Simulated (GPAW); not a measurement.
# Ru (P6_3/mmc) in GPAW: convergence with k mesh

Aim: find how far k mesh must go before the results for Ru settle, at C09-vdW. This setting moves, with any that are tied to it; all else stays.

Program: GPAW 26.7.0. These are calculated values, not measurements. Logs are shortened: lines on timing, memory, paths and dates and some standing lists are left out, and cuts for length are marked. The log counts tension as positive stress, the text compression.

**1. The structure**

The structure is hexagonal, space group P6_3/mmc (No. 194). The conventional cell has a = 2.706 Å, b = 2.706 Å, c = 4.282 Å, α = 90.00°, β = 90.00°, γ = 120.00°. Around Ru (site symmetry -6m2) lie 12 Ru at 2.65 to 2.71 Å.

**2. With k mesh 3 × 3 × 2**

The input, run.py:

```python
import json
import numpy as np
from ase.dft.bandgap import bandgap
from ase.io import read, write
from gpaw import GPAW, PW

atoms = read('Ru.cif')

calc = GPAW(mode=PW(450),
            xc={'name': 'C09-vdW', 'backend': 'libvdwxc'},
            kpts={'size': (3, 3, 2), 'gamma': True},
            occupations={'name': 'fermi-dirac', 'width': 0.05},
            setups={'Ru': '8'},
            nbands=-13,
            convergence={'density': 1e-05, 'energy': 1e-05},
            maxiter=150,
            txt='gpaw.txt')
atoms.calc = calc
energy = atoms.get_potential_energy()
forces = atoms.get_forces()
calc.write('gs.gpw')
write('result.traj', atoms)
print(f'Energy: {energy:.6f} eV')
print('Forces (eV/A):')
print(forces.round(4))
print('Fermi level:', round(calc.get_fermi_level(), 4), 'eV')
print(f'Gap: {bandgap(calc)[0]:.4f} eV, direct: {bandgap(calc, direct=True)[0]:.4f} eV')

size = (6, 6, 4)
dense = calc.fixed_density(kpts={'size': size, 'gamma': True}, update_fermi_level=True,
                           convergence={'bands': 'CBM+2.0', 'eigenstates': 1e-7}, txt='dense.txt')
ef = dense.get_fermi_level()
index = np.round(dense.get_bz_k_points() * size).astype(int) % size
recip = 2 * np.pi * atoms.cell.reciprocal()
sheets = []
for s, e_kn in enumerate(dense.eigenvalues()):
    for n in range(e_kn.shape[1] - 2):
        if e_kn[:, n].min() < ef < e_kn[:, n].max():
            e = np.empty(size)
            e[tuple(index.T)] = e_kn[dense.get_bz_to_ibz_map(), n] - ef
            de = np.array([(np.roll(e, -1, c) - np.roll(e, 1, c)) * size[c] / 2 for c in range(3)])
            v = np.linalg.norm(np.einsum('vc,cxyz->vxyz', np.linalg.inv(recip), de), axis=0)
            w = np.exp(-(e / 0.1)**2) / (0.1 * np.pi**0.5)
            sheets.append({'spin': s, 'band': n, 'filled': (e < 0).mean(), 'dos': w.mean(), 'bottom': e.min(), 'top': e.max(),
                           'velocity': (w * v).sum() / w.sum() * 1.519267e5, 'slice': e[:, :, 0].round(3).tolist()})
            print(f'spin {s} band {n}: filled share {sheets[-1]["filled"]:.3f}, from {e.min():.3f} to {e.max():.3f} eV,',
                  f'{w.mean():.3f} states/eV, mean velocity {sheets[-1]["velocity"]:.3e} m/s')
print('Fermi level on the dense mesh:', round(ef, 4), 'eV,', len(sheets), 'sheets')
json.dump({'ef': ef, 'sheets': sheets}, open('fermi.json', 'w'))
```

The input, Ru.cif:

```cif
data_Ru
_cell_length_a 2.70580000
_cell_length_b 2.70580000
_cell_length_c 4.28190000
_cell_angle_alpha 90.00000000
_cell_angle_beta 90.00000000
_cell_angle_gamma 120.00000000
_space_group_name_H-M_alt 'P1'
_space_group_name_Hall 'P 1'
_space_group_IT_number 1
loop_
_space_group_symop_operation_xyz
'x,y,z'
loop_
_atom_site_label
_atom_site_type_symbol
_atom_site_symmetry_multiplicity
_atom_site_Wyckoff_symbol
_atom_site_fract_x
_atom_site_fract_y
_atom_site_fract_z
_atom_site_occupancy
Ru1 Ru 1 a 0.6666666667 0.3333333333 0.7500000000 1
Ru2 Ru 1 a 0.3333333333 0.6666666667 0.2500000000 1
```

Potentials or basis: GPAW PAW data sets (gpaw-data 1.2.1), other valence, pw.

The run is started by

```
> OMP_NUM_THREADS=1 python run.py
```

It took 7.7 s on 1 thread of Arm Neoverse V1, shared host; peak memory 0.15 GiB.

Results:

- Free energy: 70.8145 eV
- Band gap on the k mesh: none (metal or under the smearing width)

**3. With k mesh 4 × 4 × 3**

run.py, as its differences from that of step 2:

```diff
@@ -10,3 +10,3 @@
             xc={'name': 'C09-vdW', 'backend': 'libvdwxc'},
-            kpts={'size': (3, 3, 2), 'gamma': True},
+            kpts={'size': (4, 4, 3), 'gamma': True},
             occupations={'name': 'fermi-dirac', 'width': 0.05},
@@ -28,3 +28,3 @@
 
-size = (6, 6, 4)
+size = (6, 6, 6)
 dense = calc.fixed_density(kpts={'size': size, 'gamma': True}, update_fermi_level=True,
```

Ru.cif is that of step 2.

Potentials or basis: GPAW PAW data sets (gpaw-data 1.2.1), other valence, pw.

The run is started by

```
> OMP_NUM_THREADS=1 python run.py
```

Run time: 9.9 s. Hardware: 1 thread of Arm Neoverse V1, shared host; peak memory 0.15 GiB.

What came out:

| Property | Result |
| --- | --- |
| Free energy | 69.8424 eV |
| Band gap on the k mesh | none (metal or under the smearing width) |

**4. With k mesh 5 × 5 × 3**

run.py, as its differences from that of step 3:

```diff
@@ -10,3 +10,3 @@
             xc={'name': 'C09-vdW', 'backend': 'libvdwxc'},
-            kpts={'size': (4, 4, 3), 'gamma': True},
+            kpts={'size': (5, 5, 3), 'gamma': True},
             occupations={'name': 'fermi-dirac', 'width': 0.05},
@@ -28,3 +28,3 @@
 
-size = (6, 6, 6)
+size = (8, 8, 6)
 dense = calc.fixed_density(kpts={'size': size, 'gamma': True}, update_fermi_level=True,
```

Ru.cif is that of step 3.

The run is started by

```
> OMP_NUM_THREADS=1 python run.py
```

It took 14 s on 1 thread of Arm Neoverse V1, shared host; peak memory 0.16 GiB.

Results (log left out):

```
Free energy            : 69.8876 eV
Band gap on the k mesh : none (metal or under the smearing width)
```

**5. With k mesh 7 × 7 × 4**

run.py, as its differences from that of step 4:

```diff
@@ -10,3 +10,3 @@
             xc={'name': 'C09-vdW', 'backend': 'libvdwxc'},
-            kpts={'size': (5, 5, 3), 'gamma': True},
+            kpts={'size': (7, 7, 4), 'gamma': True},
             occupations={'name': 'fermi-dirac', 'width': 0.05},
@@ -28,3 +28,3 @@
 
-size = (8, 8, 6)
+size = (12, 12, 6)
 dense = calc.fixed_density(kpts={'size': size, 'gamma': True}, update_fermi_level=True,
```

Ru.cif is that of step 4.

The run is started by

```
> OMP_NUM_THREADS=1 python run.py
```

Run time: 24 s. Hardware: 1 thread of Arm Neoverse V1, shared host; peak memory 0.18 GiB.

Results (log left out):

```
Free energy            : 69.9690 eV
Band gap on the k mesh : none (metal or under the smearing width)
```

**6. With k mesh 9 × 9 × 5**

run.py, as its differences from that of step 5:

```diff
@@ -10,3 +10,3 @@
             xc={'name': 'C09-vdW', 'backend': 'libvdwxc'},
-            kpts={'size': (7, 7, 4), 'gamma': True},
+            kpts={'size': (9, 9, 5), 'gamma': True},
             occupations={'name': 'fermi-dirac', 'width': 0.05},
@@ -28,3 +28,3 @@
 
-size = (12, 12, 6)
+size = (14, 14, 8)
 dense = calc.fixed_density(kpts={'size': size, 'gamma': True}, update_fermi_level=True,
```

Ru.cif is that of step 5.

Potentials or basis: GPAW PAW data sets (gpaw-data 1.2.1), other valence, pw.

The run is started by

```
> OMP_NUM_THREADS=1 python run.py
```

It took 40 s on 1 thread of Arm Neoverse V1, shared host; peak memory 0.21 GiB.

It converged, with:

```
Free energy            : 69.8872 eV
Band gap on the k mesh : none (metal or under the smearing width)
```

**7. With k mesh 10 × 10 × 6**

run.py, as its differences from that of step 6:

```diff
@@ -10,3 +10,3 @@
             xc={'name': 'C09-vdW', 'backend': 'libvdwxc'},
-            kpts={'size': (9, 9, 5), 'gamma': True},
+            kpts={'size': (10, 10, 6), 'gamma': True},
             occupations={'name': 'fermi-dirac', 'width': 0.05},
@@ -28,3 +28,3 @@
 
-size = (14, 14, 8)
+size = (16, 16, 10)
 dense = calc.fixed_density(kpts={'size': size, 'gamma': True}, update_fermi_level=True,
```

Ru.cif is that of step 6.

The run is started by

```
> OMP_NUM_THREADS=1 python run.py
```

It took 59 s on 1 thread of Arm Neoverse V1, shared host; peak memory 0.25 GiB.

It converged, with:

- Free energy: 69.9319 eV
- Band gap on the k mesh: none (metal or under the smearing width)

**8. With k mesh 12 × 12 × 7**

run.py, as its differences from that of step 7:

```diff
@@ -10,3 +10,3 @@
             xc={'name': 'C09-vdW', 'backend': 'libvdwxc'},
-            kpts={'size': (10, 10, 6), 'gamma': True},
+            kpts={'size': (12, 12, 7), 'gamma': True},
             occupations={'name': 'fermi-dirac', 'width': 0.05},
@@ -28,3 +28,3 @@
 
-size = (16, 16, 10)
+size = (18, 18, 12)
 dense = calc.fixed_density(kpts={'size': size, 'gamma': True}, update_fermi_level=True,
```

Ru.cif is that of step 7.

Potentials or basis: GPAW PAW data sets (gpaw-data 1.2.1), other valence, pw.

The run is started by

```
> OMP_NUM_THREADS=1 python run.py
```

gpaw.txt:

```text
__  _  _
 | _ |_)|_||  |
 |__||  | ||/\| - 26.7.0

Input parameters:
  mode=PW(ecut=450.00000000000006),
  convergence={'density': 1e-05, 'energy': 1e-05},
  kpts=MonkhorstPack(size=(12, 12, 7), gamma=True),
  maxiter=150,
  nbands=-13,
  occupations=Occupations(name='fermi-dirac', width=0.05),
  setups={'Ru': '8'},
  xc=XC(name='C09-vdW', backend='libvdwxc')

Diagonalizing LCAO Hamiltonian
Converting LCAO to pw mode

          Ru

        Ru

Atoms  # Å, Bohr magnetons
|   | symbol |         x |        y |        z |    initial magnetic moments |
|---|--------|-----------|----------|----------|-----------------------------|
| 0 |     Ru |  1.352900 | 0.781097 | 3.211425 | ( 0.0000,  0.0000,  0.0000) |
| 1 |     Ru | -0.000000 | 1.562194 | 1.070475 | ( 0.0000,  0.0000,  0.0000) |

Unit cell  # Å
| periodic |         x |        y |        z |  lengths |     angles |
|----------|-----------|----------|----------|----------|------------|
|      yes |  2.705800 | 0.000000 | 0.000000 | 2.705800 |  90.000000 |
|      yes | -1.352900 | 2.343292 | 0.000000 | 2.705800 |  90.000000 |
|      yes |  0.000000 | 0.000000 | 4.281900 | 4.281900 | 120.000000 |

Number of symmetries: 12
Symmetry operations  # r_c * U_cc + t_c -> r_c
|    | kind |            matrix            |
|----|------|------------------------------|
|  0 |  σ   |  1, 1, 0,  0,-1, 0,  0, 0, 1 |
|  1 |  S6  |  1, 1, 0, -1, 0, 0,  0, 0,-1 |
|  2 |  E   |  1, 0, 0,  0, 1, 0,  0, 0, 1 |
|  3 |  C2  |  1, 0, 0, -1,-1, 0,  0, 0,-1 |
|  4 |  C2  |  0, 1, 0,  1, 0, 0,  0, 0,-1 |
|  5 |  C3  |  0, 1, 0, -1,-1, 0,  0, 0, 1 |
|  6 |  S6  |  0,-1, 0,  1, 1, 0,  0, 0,-1 |
|  7 |  σ   |  0,-1, 0, -1, 0, 0,  0, 0, 1 |
|  8 |  σ   | -1, 0, 0,  1, 1, 0,  0, 0, 1 |
|  9 |  i   | -1, 0, 0,  0,-1, 0,  0, 0,-1 |
| 10 |  C3  | -1,-1, 0,  1, 0, 0,  0, 0, 1 |
| 11 |  C2  | -1,-1, 0,  0, 1, 0,  0, 0,-1 |

BZ-sampling:
  Number of BZ points: 1008
  Number of IBZ points: 112

  Monkhorst-Pack size: [12, 12, 7]
  Monkhorst-Pack shift: [0.041666666666666664, 0.041666666666666664, 0.0]
[... 56 lines left out ...]
    |------|--------|-------------|----------|
    |   5s |  1.000 |      -4.237 |    1.376 |
    |   5p |  0.000 |      -0.913 |    1.376 |
    |   4d |  7.000 |      -5.203 |    1.376 |
    |    s |        |      22.975 |    1.376 |
    |    p |        |      26.298 |    1.376 |
    |    d |        |      22.008 |    1.376 |

    Using partial waves for Ru as LCAO basis

Reference energy: -246490.249941  # eV

eigensolver:
  PPCG
  Converge bands: occupied
  niter=2

density mixing:
  MSR1-Mixer
  Pratt-step length: 0.05
  Maximum mixing coefficient: 0.75
  Old densities: 10
  SVD Regularization: 0.005
  Good broyden scale: 1.0
  Trust region scale: 1.0
  Backstep threshold: 4.0
  History deletion threshold: 6.0
  Fourier metric: weight=20.0, sigma=0.015

occupation numbers:
  Fermi-Dirac:
    width: 0.0500  # eV

poisson solver:
  ecut: 3600.0000000000005  # eV

xc functional:
  name: vdW-C09 with libvdwxc
  Mode: serial
  Semilocal: GGA_X_C09X+LDA_C_PW with 2 nearest neighbor stencil
  Corresponding non-local functional: vdW-DF
  Local blocksize: 28 x 28 x 42
  PAW datasets: PBE

convergence criteria:
[... 6 lines left out ...]
|iter     | |      energy | eigst |  dens |
|---------|-|-------------|-------|-------|
|iter:   1| |   68.433742 | +0.20 |       |
|iter:   2| |   68.709952 | -2.08 | -0.79 |
|iter:   3| |   69.896475 | -1.55 | -0.84 |
|iter:   4| |   69.908620 | -3.15 | -1.92 |
|iter:   5| |   69.910860 | -3.11 | -2.34 |
|iter:   6| |   69.910799 | -5.57 | -3.20 |
|iter:   7| |   69.910805c| -6.42 | -3.57 |
|iter:   8| |   69.910806c| -7.70c| -4.38 |
|iter:   9| |   69.910806c| -8.13c| -4.76 |
|iter:  10| |   69.910806c| -8.39c| -5.25c|

Converged in 10 steps
Energy contributions relative to reference atoms: (reference = -246490.249941)

Energy contributions:
  Kinetic:         -16.105222
  Coulomb:           8.736538
  Zero:              0.487169
  External:          0.000000
  Xc:               76.799041
  Entropy:          -0.013439
  Spinorbit:         0.000000
  ----------------------------
  Free energy:      69.904086
  Extrapolated:     69.910806

dipole moment: (-0.000006, -0.000010, -0.000017)  # |e|*Ang

Fermi level: 11.547
Eigenvalues  # (at kpt = [-0.000, -0.000, 0.000])
| band index |      eig [eV] | occ [0-2] |
|------------|---------------|-----------|
|          0 |         3.594 |     2.000 |
|          1 |         5.379 |     2.000 |
|          2 |         8.911 |     2.000 |
|          3 |         8.911 |     2.000 |
|          4 |         9.089 |     2.000 |
|          5 |         9.585 |     2.000 |
[... 9 lines left out ...]
|         15 |        31.933 |     0.000 |
|         16 |        35.702 |     0.000 |
|        ... |               |           |
|         20 |        37.549 |     0.000 |

No gap
No difference between direct/indirect transitions

Forces  # eV/Ang
|        x |        y |        z |
|----------|----------|----------|
| -0.00000 | -0.00000 | -0.00001 |  # Ru   0
| -0.00000 |  0.00000 |  0.00001 |  # Ru   1

# Writing to gs.gpw (mode='')
```

Wall time 87 s (1 thread of Arm Neoverse V1, shared host); peak memory 0.3 GiB.

Results:

| Item | Value |
| --- | --- |
| Free energy | 69.9041 eV |
| Band gap on the k mesh | none (metal or under the smearing width) |

**9. Result**

| k mesh | energy less the tightest run, at zero smearing (meV/atom) | SCF cycles | CPU time (s) | peak memory (GiB) |
| --- | --- | --- | --- | --- |
| 3 × 3 × 2 | 456.67 | 10 | 7.7 | 0.15 |
| 4 × 4 × 3 | -28.68 | 10 | 9.9 | 0.15 |
| 5 × 5 × 3 | -7.57 | 10 | 14 | 0.16 |
| 7 × 7 × 4 | 35.93 | 10 | 24 | 0.18 |
| 9 × 9 × 5 | -8.52 | 10 | 40 | 0.21 |
| 10 × 10 × 6 | 14.62 | 10 | 59 | 0.25 |
| 12 × 12 × 7 | 0.00 | 10 | 87 | 0.3 |

Not settled before the last step: the energy (to 1 meV/atom). Meshes of other sizes hit other points, so gaps and Fermi surfaces needn't settle smoothly. The tightest run that finished is the yardstick and may itself not be fully converged.

Caveats: the PAW data sets were made with another functional, which shifts forces and pressure a little.
